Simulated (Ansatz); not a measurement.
Ti:

```
Ti
1.0
    -1.64100    1.64100    1.64100
     1.64100   -1.64100    1.64100
     1.64100    1.64100   -1.64100
Ti
1
Direct
  0.00000 0.00000 0.00000
```

This isn't the form of Ti at room conditions, which is hcp.

| Item | Value |
| --- | --- |
| Program | Ansatz 0.2.0 |
| Task | relaxation of cell and atoms |
| Functional | PBE0 |
| Potentials or basis | Ansatz PAW |
| Cutoff | 420 eV (not typed: the program's choice for these potentials) |
| k mesh | 6 × 6 × 6 |
| Occupations | fermi-dirac, width 0.05 eV |
| Spin | no spin polarisation |

At the start: volume 17.68 Å³/atom.

How do energy, volume and symmetry change on relaxing?

It ends after 4 steps and the volume is 17.32 Å³/atom (-2.0 %); space group Im-3m (No. 229, to 0.05 Å).

The path:
```tsv
step	energy change (eV)	largest force (eV/Å)	volume (Å³)
1	0.0000	0.0000	17.68
2	-0.0028	0.0000	17.34
3	-0.0028	0.0000	17.32
4	-0.0027	0.0000	17.32
```

Final structure:
```xyz
1
Lattice="-1.6300 1.6300 1.6300 1.6300 -1.6300 1.6300 1.6300 1.6300 -1.6300" Properties=species:S:1:pos:R:3 pbc="T T T"
Ti    0.0000    0.0000    0.0000
```

Caveat: the k mesh is coarse (spacing up to 0.45 Å⁻¹), so the values aren't converged, least of all with exact exchange; the plane-wave basis is chosen anew once the cell has moved, so the energies of steps on either side of that aren't comparable; the PAW data sets come from PBE, with cores solved anew for the run's functional, which leaves a small shift of forces and pressure.
